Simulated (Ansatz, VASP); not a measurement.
Two plane-wave programs on Sn

```
CELL_PARAMETERS angstrom
0.00000 2.36783 2.36783
2.36783 0.00000 2.36783
2.36783 2.36783 0.00000
ATOMIC_POSITIONS crystal
Sn 0.00000 0.00000 0.00000
```

Alike in both runs: functional PBEsol; k mesh 11 × 11 × 11; occupations fermi-dirac, width 0.1 eV; no spin polarisation.

Ansatz relaxed the structure, and its values are those at the end. VASP's run is a single point on that final structure, the one shown.

|  | VASP | Ansatz |
| --- | --- | --- |
| version | VASP 6.6.1 | Ansatz 0.2.0 |
| potentials or method | VASP PAW PBE potentials, release 64 (Sn_d) | plane waves (420 eV) with PAW, scalar-relativistic |
| plane-wave cutoff (eV) | 520 | 420 |
| valence electrons in the cell | 14 | 14 |

VASP gave:

* pressure (GPa): -0.1

Problem. What did Ansatz give for the same quantities?

Solution. Pressure (GPa): 0.0.

Ansatz warned: «pseudo_functional_mismatch».

Caveats: the PAW data sets were made with another functional, which shifts forces and pressure a little (VASP).
